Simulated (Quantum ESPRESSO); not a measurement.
# EuS (Fm-3m) in Quantum ESPRESSO: equation of state

How stiff is EuS in PBE, and what volume does it want? The cell is scaled to several volumes.

All numbers are computed with Quantum ESPRESSO 7.5; they aren't measurements. Logs are shortened: lines on timing, memory, paths and dates and some standing lists are left out, and cuts for length are marked.

### 1 The crystal as given

The structure is cubic, space group Fm-3m (No. 225). The conventional cell has a = 5.957 Å, b = 5.957 Å, c = 5.957 Å, α = 90.00°, β = 90.00°, γ = 90.00°. Eu (site symmetry m-3m) is surrounded by 6 S at 2.98 Å. S (site symmetry m-3m) has 6 Eu at 2.98 Å as nearest neighbours.

### 2 Single point, PBE, collinear spin, ferromagnetic start, 24.84 Å³/atom

Contents of pw.in:

```
&CONTROL
  calculation = 'scf'
  prefix = 'pwscf'
  outdir = './tmp'
  pseudo_dir = './pseudo'
  tprnfor = .true.
  tstress = .true.
  disk_io = 'nowf'
/
&SYSTEM
  ibrav = 0
  nat = 2
  ntyp = 2
  ecutwfc = 55
  ecutrho = 440
  nbnd = 21
  occupations = 'smearing'
  smearing = 'fd'
  degauss = 0.00367493
  nspin = 2
  starting_magnetization(1) = 0.4118
  starting_magnetization(2) = 0
/
&ELECTRONS
  conv_thr = 4d-10
  electron_maxstep = 120
  mixing_beta = 0.3
/
ATOMIC_SPECIES
Eu   151.9640 Eu.paw.z_17.atompaw.wentzcovitch.v1.2.upf
S     32.0600 s_pbe_v1.4.uspp.F.UPF
CELL_PARAMETERS angstrom
   0.0000000000    2.9176972248    2.9176972248
   2.9176972248    0.0000000000    2.9176972248
   2.9176972248    2.9176972248    0.0000000000
ATOMIC_POSITIONS crystal
Eu     0.0000000000    0.0000000000    0.0000000000
S      0.5000000000    0.5000000000    0.5000000000
K_POINTS automatic
8 8 8 0 0 0
```

Potentials or basis: SSSP 1.3 efficiency PBE.

Started as:

```
OMP_NUM_THREADS=1 pw.x -in pw.in > pw.out
```

pw.out:

```text
This program is part of the open-source Quantum ESPRESSO suite
     for quantum simulation of materials; please cite
         "P. Giannozzi et al., J. Phys.:Condens. Matter 21 395502 (2009);
         "P. Giannozzi et al., J. Phys.:Condens. Matter 29 465901 (2017);
         "P. Giannozzi et al., J. Chem. Phys. 152 154105 (2020);
     in publications or presentations arising from this work. More details at

     file Eu.paw.z_17.atompaw.wentzcovitch.v1.2.upf: wavefunction(s)  6S 0P 5D 0D 4F 0F renormalized
     Message from routine setup:
     using ibrav=0 with symmetry is DISCOURAGED, use correct ibrav instead

     G-vector sticks info
     --------------------
     sticks:   dense  smooth     PW     G-vecs:    dense   smooth      PW
     Sum        1843     925    283                52201    18499    3119

     Using Slab Decomposition

     bravais-lattice index     =            0
     lattice parameter (alat)  =       7.7975  a.u.
     unit-cell volume          =     335.2334 (a.u.)^3
     number of atoms/cell      =            2
     number of atomic types    =            2
     number of electrons       =        23.00
     number of Kohn-Sham states=           21
     kinetic-energy cutoff     =      55.0000  Ry
     charge density cutoff     =     440.0000  Ry
     scf convergence threshold =      4.0E-10
     mixing beta               =       0.3000
     number of iterations used =            8  plain     mixing
     Exchange-correlation=  SLA  PW   PBX  PBC
                           (   1   4   3   4   0   0   0)

     celldm(1)=   7.797477  celldm(2)=   0.000000  celldm(3)=   0.000000
     celldm(4)=   0.000000  celldm(5)=   0.000000  celldm(6)=   0.000000

     crystal axes: (cart. coord. in units of alat)
               a(1) = (   0.000000   0.707107   0.707107 )
               a(2) = (   0.707107   0.000000   0.707107 )
               a(3) = (   0.707107   0.707107   0.000000 )

     reciprocal axes: (cart. coord. in units 2 pi/alat)
               b(1) = ( -0.707107  0.707107  0.707107 )
               b(2) = (  0.707107 -0.707107  0.707107 )
               b(3) = (  0.707107  0.707107 -0.707107 )

     PseudoPot. # 1 for Eu read from file:
     Eu.paw.z_17.atompaw.wentzcovitch.v1.2.upf
     Pseudo is Projector augmented-wave + core cor, Zval = 17.0
     Generated using ATOMPAW code
     Shape of augmentation charge: BESSEL
     Using radial grid of 1109 points,  8 beta functions with:
                l(1) =   0
                l(2) =   0
                l(3) =   1
                l(4) =   1
                l(5) =   2
                l(6) =   2
                l(7) =   3
                l(8) =   3
     Q(r) pseudized with 0 coefficients

     PseudoPot. # 2 for S  read from file:
     s_pbe_v1.4.uspp.F.UPF
     Pseudo is Ultrasoft + core correction, Zval =  6.0
     Generated by new atomic code, or converted to UPF format
     Using radial grid of  907 points,  6 beta functions with:
[... 30 lines left out ...]
        k(    3) = (   0.1767767   0.1767767  -0.1767767), wk =   0.0156250
        k(    4) = (   0.2651650   0.2651650  -0.2651650), wk =   0.0156250
        k(    5) = (  -0.3535534  -0.3535534   0.3535534), wk =   0.0078125
        k(    6) = (   0.1767767   0.0000000   0.0000000), wk =   0.0117188
[... 21 lines left out ...]
        k(   28) = (  -0.7071068   0.1767767  -0.0000000), wk =   0.0234375
        k(   29) = (  -0.7071068   0.3535534   0.0000000), wk =   0.0117188

     Dense  grid:    52201 G-vectors     FFT dimensions: (  54,  54,  54)

     Smooth grid:    18499 G-vectors     FFT dimensions: (  40,  40,  40)

     Generating pointlists ...
     new r_m :   0.2917 (alat units)  2.2744 (a.u.) for type    1
     new r_m :   0.2917 (alat units)  2.2744 (a.u.) for type    2

     Initial potential from superposition of free atoms

     starting charge      22.9952, renormalised to      23.0000
     Starting wfcs are   36 randomized atomic wfcs

     Self-consistent Calculation

     iteration #  1     ecut=    55.00 Ry     beta= 0.30
     Davidson diagonalization with overlap
     ethr =  1.00E-02,  avg # of iterations =  3.2

     total energy              =    -666.76306273 Ry
     estimated scf accuracy    <       0.54709407 Ry
[... 168 lines left out ...]
     iteration # 18     ecut=    55.00 Ry     beta= 0.30
     Davidson diagonalization with overlap
     ethr =  1.82E-12,  avg # of iterations =  2.4

     Magnetic moment per site  (integrated on atomic sphere of radius R)
     atom   1 (R=0.292)  charge= 14.5287  magn=  6.6798
     atom   2 (R=0.292)  charge=  5.4212  magn= -0.0588

     End of self-consistent calculation

 ------ SPIN UP ------------

          k = 0.0000 0.0000 0.0000 (  2277 PWs)   bands (ev):

   -30.3891  -9.0698  -9.0698  -9.0698  -2.4464   8.3973   8.3973   8.3973
    10.7847  10.9718  10.9718  10.9718  11.3546  11.3546  11.3546  12.1688
    12.1688  12.1688  12.3263  13.0849  13.0849
[... 153 lines left out ...]
   -30.3676  -9.3392  -9.2521  -9.1491  -1.7107   6.4958   7.3413   7.3787
    10.7971  10.7979  10.8681  10.8956  10.9294  10.9599  10.9801  13.2835
    13.4659  14.9125  15.4551  16.4377  18.3802

          k =-0.7071 0.1768-0.0000 (  2302 PWs)   bands (ev):

   -30.3660  -9.3349  -9.2109  -9.2015  -1.9097   7.1642   7.4594   7.7224
    10.5733  10.8480  10.8788  10.8996  10.9114  10.9539  11.0611  11.5766
    14.6353  15.0670  15.7127  16.0566  16.1525

          k =-0.7071 0.3536 0.0000 (  2328 PWs)   bands (ev):

   -30.3660  -9.2733  -9.2733  -9.2180  -1.7930   6.9599   7.3401   7.3401
    10.7919  10.7919  10.8879  10.8879  10.9316  10.9535  10.9878  13.1444
    13.1444  14.9346  15.3783  16.0674  18.8957

 ------ SPIN DOWN ----------

          k = 0.0000 0.0000 0.0000 (  2277 PWs)   bands (ev):

   -27.3654  -6.7913  -6.7913  -6.7913  -2.4274   8.5834   8.5834   8.5834
    12.9734  12.9734  12.9734  12.9874  13.8857  13.8857  15.0893  15.7127
    15.7127  15.7127  15.8969  15.8969  15.8969
[... 153 lines left out ...]
   -27.3360  -7.1910  -7.0325  -6.8964  -1.6488   6.7369   7.5074   7.6497
    13.5365  13.7943  15.1947  15.2852  15.4932  15.6199  15.6546  15.8639
    15.9491  16.1409  16.7692  17.4155  19.3058

          k =-0.7071 0.1768-0.0000 (  2302 PWs)   bands (ev):

   -27.3339  -7.1419  -6.9820  -6.9777  -1.9173   7.4690   7.6366   7.9615
    11.6761  15.0240  15.3245  15.4381  15.4621  15.5105  15.6551  15.8429
    15.8482  16.4648  16.7015  17.0110  17.3651

          k =-0.7071 0.3536 0.0000 (  2328 PWs)   bands (ev):

   -27.3338  -7.0605  -7.0605  -7.0198  -1.7647   7.1212   7.6205   7.6205
    13.4082  13.4082  15.3962  15.4355  15.4733  15.4733  15.6527  15.9333
    15.9333  16.0181  16.4781  17.3826  19.8032

     the Fermi energy is    11.2485 ev

!    total energy              =    -666.95879200 Ry
     estimated scf accuracy    <          2.6E-11 Ry
     smearing contrib. (-TS)   =      -0.00092903 Ry
     internal energy E=F+TS    =    -666.95786298 Ry

     The total energy is F=E-TS. E is the sum of the following terms:
     one-electron contribution =     -82.77422961 Ry
     hartree contribution      =      57.86722629 Ry
     xc contribution           =     -29.85627233 Ry
     ewald contribution        =    -155.28607146 Ry
     one-center paw contrib.   =    -456.90851586 Ry

     total magnetization       =     6.95 Bohr mag/cell
     absolute magnetization    =     7.09 Bohr mag/cell

     convergence has been achieved in  18 iterations

     Forces acting on atoms (cartesian axes, Ry/au):

     atom    1 type  1   force =    -0.00000000    0.00000000   -0.00000000
     atom    2 type  2   force =     0.00000000   -0.00000000    0.00000000

     Total force =     0.000000     Total SCF correction =     0.000000

     Computing stress (Cartesian axis) and pressure

          total   stress  (Ry/bohr**3)                   (kbar)     P=       -1.28
  -0.00000867  -0.00000000  -0.00000000           -1.28       -0.00       -0.00
  -0.00000000  -0.00000867   0.00000000           -0.00       -1.28        0.00
   0.00000000  -0.00000000  -0.00000867            0.00       -0.00       -1.28

=------------------------------------------------------------------------------=
   JOB DONE.
=------------------------------------------------------------------------------=
```

Run time: 2.2 min. Hardware: 1 thread of Arm Neoverse V2, shared host; peak memory 0.58 GiB.

Results:

```
Free energy                                           : -9074.4366 eV
Pressure                                              : -0.1 GPa
Band gap on the k mesh                                : none (metal or under the smearing width)
Net moment                                            : 6.95 μB per cell
Absolute moment                                       : 7.09 μB per cell
Site moments                                          : Eu +6.68; S -0.06 μB
Valence electrons inside the program's atomic spheres : Eu 14.53; S 5.42
```

Caveat: spin-orbit coupling is left out, which moves the levels of the heavy elements; a cell with one magnetic atom can't hold antiferromagnetic order, which such compounds often take; without U or exact exchange the open f shell lies at the Fermi level, which spoils levels, moments and volumes.

### 3 Single point, PBE, collinear spin, ferromagnetic start, 25.37 Å³/atom

Edit pw.in of step 2 so:

```diff
@@ -32,5 +32,5 @@
 CELL_PARAMETERS angstrom
-   0.0000000000    2.9176972248    2.9176972248
-   2.9176972248    0.0000000000    2.9176972248
-   2.9176972248    2.9176972248    0.0000000000
+   0.0000000000    2.9382450654    2.9382450654
+   2.9382450654    0.0000000000    2.9382450654
+   2.9382450654    2.9382450654    0.0000000000
 ATOMIC_POSITIONS crystal
```

Potentials or basis: SSSP 1.3 efficiency PBE.

Started as:

```
OMP_NUM_THREADS=1 pw.x -in pw.in > pw.out
```

It took 2.5 min on 1 thread of Arm Neoverse V2, shared host; peak memory 0.6 GiB.

Results (log left out):

```yaml
Free_energy: -9074.4321 eV
Pressure: -1.3 GPa
Band_gap_on_the_k_mesh: none (metal or under the smearing width)
Net_moment: 6.96 μB per cell
Absolute_moment: 7.10 μB per cell
Site_moments: Eu +6.69; S -0.06 μB
Valence_electrons_inside_the_program's_atomic_spheres: Eu 14.56; S 5.45
```

Caveat: spin-orbit coupling is left out, which moves the levels of the heavy elements; a cell with one magnetic atom can't hold antiferromagnetic order, which such compounds often take; without U or exact exchange the open f shell lies at the Fermi level, which spoils levels, moments and volumes.

### 4 Single point, PBE, collinear spin, ferromagnetic start, 25.90 Å³/atom

Edit pw.in of step 3 so:

```diff
@@ -32,5 +32,5 @@
 CELL_PARAMETERS angstrom
-   0.0000000000    2.9382450654    2.9382450654
-   2.9382450654    0.0000000000    2.9382450654
-   2.9382450654    2.9382450654    0.0000000000
+   0.0000000000    2.9585094648    2.9585094648
+   2.9585094648    0.0000000000    2.9585094648
+   2.9585094648    2.9585094648    0.0000000000
 ATOMIC_POSITIONS crystal
```

Started as:

```
OMP_NUM_THREADS=1 pw.x -in pw.in > pw.out
```

It took 2.3 min on 1 thread of Arm Neoverse V2, shared host; peak memory 0.6 GiB.

It converged, with:

- Free energy: -9074.4207 eV
- Pressure: -2.2 GPa
- Band gap on the k mesh: none (metal or under the smearing width)
- Net moment: 6.97 μB per cell
- Absolute moment: 7.10 μB per cell
- Site moments: Eu +6.71; S -0.06 μB
- Valence electrons inside the program's atomic spheres: Eu 14.58; S 5.48

Caveat: spin-orbit coupling is left out, which moves the levels of the heavy elements; a cell with one magnetic atom can't hold antiferromagnetic order, which such compounds often take; without U or exact exchange the open f shell lies at the Fermi level, which spoils levels, moments and volumes.

### 5 Single point, PBE, collinear spin, ferromagnetic start, 26.42 Å³/atom

Edit pw.in of step 4 so:

```diff
@@ -32,5 +32,5 @@
 CELL_PARAMETERS angstrom
-   0.0000000000    2.9585094648    2.9585094648
-   2.9585094648    0.0000000000    2.9585094648
-   2.9585094648    2.9585094648    0.0000000000
+   0.0000000000    2.9785000000    2.9785000000
+   2.9785000000    0.0000000000    2.9785000000
+   2.9785000000    2.9785000000    0.0000000000
 ATOMIC_POSITIONS crystal
```

Started as:

```
OMP_NUM_THREADS=1 pw.x -in pw.in > pw.out
```

Run time: 2.2 min. Hardware: 1 thread of Arm Neoverse V2, shared host; peak memory 0.62 GiB.

It converged, with:

```
Free energy                                           : -9074.4034 eV
Pressure                                              : -3.1 GPa
Band gap on the k mesh                                : none (metal or under the smearing width)
Net moment                                            : 6.97 μB per cell
Absolute moment                                       : 7.11 μB per cell
Site moments                                          : Eu +6.72; S -0.06 μB
Valence electrons inside the program's atomic spheres : Eu 14.61; S 5.50
```

Caveat: spin-orbit coupling is left out, which moves the levels of the heavy elements; a cell with one magnetic atom can't hold antiferromagnetic order, which such compounds often take; without U or exact exchange the open f shell lies at the Fermi level, which spoils levels, moments and volumes.

### 6 Single point, PBE, collinear spin, ferromagnetic start, 26.95 Å³/atom

Edit pw.in of step 5 so:

```diff
@@ -32,5 +32,5 @@
 CELL_PARAMETERS angstrom
-   0.0000000000    2.9785000000    2.9785000000
-   2.9785000000    0.0000000000    2.9785000000
-   2.9785000000    2.9785000000    0.0000000000
+   0.0000000000    2.9982257404    2.9982257404
+   2.9982257404    0.0000000000    2.9982257404
+   2.9982257404    2.9982257404    0.0000000000
 ATOMIC_POSITIONS crystal
```

Potentials or basis: SSSP 1.3 efficiency PBE.

Started as:

```
OMP_NUM_THREADS=1 pw.x -in pw.in > pw.out
```

Run time: 2 min. Hardware: 1 thread of Arm Neoverse V2, shared host; peak memory 0.63 GiB.

Results (log left out):

```
Free energy                                           : -9074.3806 eV
Pressure                                              : -3.8 GPa
Band gap on the k mesh                                : none (metal or under the smearing width)
Net moment                                            : 6.98 μB per cell
Absolute moment                                       : 7.11 μB per cell
Site moments                                          : Eu +6.74; S -0.06 μB
Valence electrons inside the program's atomic spheres : Eu 14.63; S 5.53
```

Caveat: spin-orbit coupling is left out, which moves the levels of the heavy elements; a cell with one magnetic atom can't hold antiferromagnetic order, which such compounds often take; without U or exact exchange the open f shell lies at the Fermi level, which spoils levels, moments and volumes.

### 7 Single point, PBE, collinear spin, ferromagnetic start, 27.48 Å³/atom

Edit pw.in of step 6 so:

```diff
@@ -32,5 +32,5 @@
 CELL_PARAMETERS angstrom
-   0.0000000000    2.9982257404    2.9982257404
-   2.9982257404    0.0000000000    2.9982257404
-   2.9982257404    2.9982257404    0.0000000000
+   0.0000000000    3.0176952843    3.0176952843
+   3.0176952843    0.0000000000    3.0176952843
+   3.0176952843    3.0176952843    0.0000000000
 ATOMIC_POSITIONS crystal
```

Started as:

```
OMP_NUM_THREADS=1 pw.x -in pw.in > pw.out
```

Wall time 2 min (1 thread of Arm Neoverse V2, shared host); peak memory 0.64 GiB.

It converged, with:

- Free energy: -9074.3531 eV
- Pressure: -4.5 GPa
- Band gap on the k mesh: none (metal or under the smearing width)
- Net moment: 6.98 μB per cell
- Absolute moment: 7.12 μB per cell
- Site moments: Eu +6.75; S -0.06 μB
- Valence electrons inside the program's atomic spheres: Eu 14.65; S 5.56

Caveat: spin-orbit coupling is left out, which moves the levels of the heavy elements; a cell with one magnetic atom can't hold antiferromagnetic order, which such compounds often take; without U or exact exchange the open f shell lies at the Fermi level, which spoils levels, moments and volumes.

### 8 Single point, PBE, collinear spin, ferromagnetic start, 28.01 Å³/atom

Edit pw.in of step 7 so:

```diff
@@ -32,5 +32,5 @@
 CELL_PARAMETERS angstrom
-   0.0000000000    3.0176952843    3.0176952843
-   3.0176952843    0.0000000000    3.0176952843
-   3.0176952843    3.0176952843    0.0000000000
+   0.0000000000    3.0369167916    3.0369167916
+   3.0369167916    0.0000000000    3.0369167916
+   3.0369167916    3.0369167916    0.0000000000
 ATOMIC_POSITIONS crystal
```

Started as:

```
OMP_NUM_THREADS=1 pw.x -in pw.in > pw.out
```

Run time: 2.4 min. Hardware: 1 thread of Arm Neoverse V2, shared host; peak memory 0.67 GiB.

Results (log left out):

```
Free energy                                           : -9074.3214 eV
Pressure                                              : -5.1 GPa
Band gap on the k mesh                                : none (metal or under the smearing width)
Net moment                                            : 6.99 μB per cell
Absolute moment                                       : 7.12 μB per cell
Site moments                                          : Eu +6.76; S -0.06 μB
Valence electrons inside the program's atomic spheres : Eu 14.68; S 5.58
```

Caveat: spin-orbit coupling is left out, which moves the levels of the heavy elements; a cell with one magnetic atom can't hold antiferromagnetic order, which such compounds often take; without U or exact exchange the open f shell lies at the Fermi level, which spoils levels, moments and volumes.

### 9 Equation of state, PBE, collinear spin, ferromagnetic start

Potentials or basis: SSSP 1.3 efficiency PBE.

No new run: the results of the series are fitted here.

What came out:

```
Equilibrium volume : 24.78 Å³/atom (rough: see the caveat)
Bulk modulus       : 55 GPa (rough)
```

Energy against volume, from the lowest point:
```
volume (Å³/atom)  energy (meV/atom)
          24.838               0.00
          25.367               2.28
          25.895               7.95
          26.424              16.64
          26.952              28.01
          27.481              41.77
          28.009              57.65
```

Caveat: the minimum lies outside the volumes run; spin-orbit coupling is left out, which moves the levels of the heavy elements; without U or exact exchange the open f shell lies at the Fermi level, which spoils levels, moments and volumes. The state reached can hang on the start; a lower one may exist.
